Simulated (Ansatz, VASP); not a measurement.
Two plane-wave programs on Tl

Contents of INCAR:

```
  PREC = Accurate
  ENCUT = 520
  EDIFF = 1E-7
  ISMEAR = -1
  SIGMA = 0.08
  LREAL = F
  LASPH = T
  NELM = 80
  ALGO = Normal
  ISIF = 2
  LWAVE = F
  LCHARG = F
  GGA = PE
  NBANDS = 12
```

The input KPOINTS:

```
regular mesh
0
Gamma
  12 12 12
```

POSCAR

```
Tl
1.0
    2.8871115793      0.0000000000      0.0000000000
    0.0000000000      2.8871115793      0.0000000000
    0.0000000000      0.0000000000      2.8871115793
Tl
1
Direct
    0.0000000000      0.0000000000      0.0000000000
```

Input for Ansatz:

```yaml
crystal:
  lattice:
    - [2.8871115793, 0.0, 0.0]
    - [0.0, 2.8871115793, 0.0]
    - [0.0, 0.0, 2.8871115793]
  atoms:
    - { symbol: Tl, position: [0.0, 0.0, 0.0] }
kpoints:
  mp_grid: { grid: [12, 12, 12] }
scf:
  occupations: { method: fermi_dirac, width: 0.08 }
hamiltonian:
  xc: pbe
  pseudopotentials: { kind: paw }
output:
  forces: true
  stress: true
  eigenvalues: true
  populations: true
```

Change from the starting cell: volume scaled by 0.7, PAW files.

Alike in both runs: task single point; functional PBE; k mesh 12 × 12 × 12; occupations fermi-dirac, width 0.08 eV; no spin polarisation.

|  | VASP | Ansatz |
| --- | --- | --- |
| version | VASP 6.6.1 | Ansatz 0.2.0 |
| potentials or method | VASP PAW PBE potentials, release 64 (Tl_d) | PAW with Ansatz's default frozen-core files, scalar-relativistic |
| plane-wave cutoff (eV) | 520 | 420 |
| valence electrons in the cell | 13 | 13 |

|  | VASP | Ansatz | Ansatz less VASP |
| --- | --- | --- | --- |
| pressure (GPa) | 20.1 | 20.2 | +0.06 |

Caveats: so large a pressure means that the cell lies far from this level's equilibrium, or that cutoff or potentials fall short (VASP). Spin-orbit coupling is left out, which matters for the levels of Tl.
